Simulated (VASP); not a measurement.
## Ru under changes of volume

One of the cells (14.326 Å³/atom); the others are scaled copies at fixed shape and fractional positions:

```
CELL_PARAMETERS angstrom
0.00000 1.92768 1.92768
1.92768 0.00000 1.92768
1.92768 1.92768 0.00000
ATOMIC_POSITIONS crystal
Ru 0.00000 0.00000 0.00000
```

This isn't the form of Ru at room conditions, which is hcp.

| Property | Result |
| --- | --- |
| Program | VASP 6.6.1 |
| Functional | PBE |
| Potentials or basis | VASP PAW PBE potentials, release 64 (Ru_pv) |
| Cutoff | 520 eV |
| k mesh | 12 × 12 × 12 |
| Occupations | fermi-dirac, width 0.05 eV |
| Spin | no spin polarisation |

```csv
volume (Å³/atom),energy over the lowest point (meV/atom),pressure (GPa)
13.203,28.99,15.7
13.484,?,?
13.765,0.00,1.2
14.326,16.24,-10.2
14.607,38.19,-14.9
14.888,68.00,-19.1
```

Q: What does the run at 13.484 Å³/atom give?

A: Energy over the lowest point 8.14 meV/atom; pressure 8.1 GPa.

Worked out: A Birch-Murnaghan fit of order 3 (a polynomial in V^(-2/3)) to the other rows has its minimum at 13.82 Å³/atom with B0 = V·E''(V) = 308 GPa and B' = 5.0. It gives 8.13 meV/atom at 13.484 Å³/atom, against the run's 8.14, and -dE/dV = 8.1 GPa, against 8.1.

Energies are extrapolated to zero smearing.
